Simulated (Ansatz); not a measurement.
## A series in volume scale on WS2

Results calculated with Ansatz 0.2.0, not measured. Periodic Kohn-Sham DFT of a crystal at fixed atoms, scaled to volume_scale times the given cell; pressure positive in compression, energy less spherical unpolarised free atoms, largest_vzz the field gradient of largest size among the nuclei.

The cell before it is scaled or strained (space group R3m, No. 160):
```
CELL_PARAMETERS angstrom
1.57900 0.91160 6.16330
-1.57900 0.91160 6.16330
0.00000 -1.82330 6.16330
ATOMIC_POSITIONS crystal
W 0.00000 0.00000 0.00000
S 0.75030 0.75030 0.75030
S 0.58100 0.58100 0.58100
```

Settings of every row: method all-electron PAW; functional PBEsol; relativity scalar; k mesh 15x15x15; filling fermi-dirac; smearing width 0.03 eV; nucleus gaussian.

Atom start moment: 0 on all atoms.

Limits: a layered crystal: even scaling strains the bonds within the layers, so this curve is stiffer than the crystal under pressure; field gradient without spin-orbit coupling on heavy atoms; no spin-orbit coupling on heavy atoms.

```csv
row,volume scale,V (Å³/atom),pressure (GPa),largest V_zz (1e21 V/m^2)
1,0.96,17.034,?,?
2,0.99,17.566,1.122,-17.146
3,1,17.744,-0.589,-16.951
4,1.02,18.099,-3.746,-16.56
5,1.06,18.808,-9.125,-15.808
```

Question: what pressure and largest V_zz should row 1 give?

Worked fit of pressure. Take u = (V_r/V)^(2/3) − 1 with V_r = 17.922 Å³ an atom, which is twice the finite (Eulerian) strain; such expansions in the strain, on which the Birch-Murnaghan equation of state is built, carry the rest volume and the bulk modulus. The shown rows have u = 0.01347, 0.00668, -0.00653, -0.03166. Least squares give pressure = −2.2138 + 238.886 × u + 650.4 × u² GPa; a straight line predicts inner rows, each left out in turn, worse (root mean square 0.2 against 3.9e-05 GPa). All shown rows lie on it to the printed digit. The pressure vanishes at u = 0.0090, or V = 17.68 Å³ an atom, and there the bulk modulus at fixed shape and fractions is B = −V dP/dV = (2/3)(1 + u) dP/du = 169 GPa. Letting shape and atoms relax would as a rule lower it, by much in layered, chain or molecular crystals. The withheld row has u = 0.03446, so the fit gives −2.2138 + 238.886 × (0.03446) + 650.4 × (0.03446)² = 6.791 GPa.

The calculation gave 6.844 GPa. The fit lies 0.053 GPa (0.33 % of the column's range) below it; its largest miss of a shown row is 0.000 GPa. This row lies beyond the range of the fit.

Worked fit of largest V_zz. Take t = volume scale − 1. The shown rows have t = -0.01, 0, 0.02, 0.06. Their means are 0.0175 and -16.6162 1e21 V/m^2; the sums about the means are S_tt = 0.002875 and S_ty = 0.05492, whose ratio is the slope. Least squares give largest V_zz = −16.9505 + 19.102 × t 1e21 V/m^2. The rows lie off it by -0.004, 0.000, 0.008, -0.004 (root mean square 0.0049 1e21 V/m^2). The withheld row has t = -0.04, so the fit gives −16.9505 + 19.102 × (-0.04) = -17.715 1e21 V/m^2.

The calculation gave -17.781 1e21 V/m^2. The fit lies 0.066 1e21 V/m^2 (3.3 % of the column's range) above it; its largest miss of a shown row is 0.008 1e21 V/m^2. This row lies beyond the range of the fit.
